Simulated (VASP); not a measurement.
Input of a VASP 6.6.1 run:

File INCAR:

```
SYSTEM = ZnSe
ALGO = Normal ; EDIFF = 1E-7
EDIFFG = -0.01 ; ENCUT = 600
IBRION = 2 ; ISIF = 2
ISMEAR = 0 ; LASPH = .True.
LCHARG = .False. ; LREAL = .False.
LWAVE = .False. ; NELM = 80
NSW = 40 ; PREC = Accurate
SIGMA = 0.03
```

The input KPOINTS:

```
k-points
0
Gamma
  8 8 8
  0 0 0
```

POSCAR

```
ZnSe                                    
1.0
    0.0000000000      2.8249665388      2.8249665388
    2.8249665388      0.0000000000      2.8249665388
    2.8249665388      2.8249665388      0.0000000000
  Zn              Se            
     1     1
Direct
     0.0000000000000000    0.0000000000000000    0.0000000000000000
     0.2500000000000000    0.2500000000000000    0.2500000000000000
```

Potentials or basis: VASP PAW LDA potentials, release 64 (Zn, Se).

Run with:

```console
$ cat potpaw_LDA.64/Zn/POTCAR potpaw_LDA.64/Se/POTCAR > POTCAR
$ mpirun -np 1 vasp_std > vasp.out
```

Question: Estimate the band gap on the k mesh.

Answer: 1.11 eV, direct.

Final structure:
```yaml
crystal:
  lattice:
    - [0.00000, 2.82497, 2.82497]
    - [2.82497, 0.00000, 2.82497]
    - [2.82497, 2.82497, 0.00000]
  atoms:
    - { symbol: Zn, position: [0.00000, 0.00000, 0.00000] }
    - { symbol: Se, position: [0.25000, 0.25000, 0.25000] }
```

Caveat: the relaxation stopped at its first step, so nothing moved.
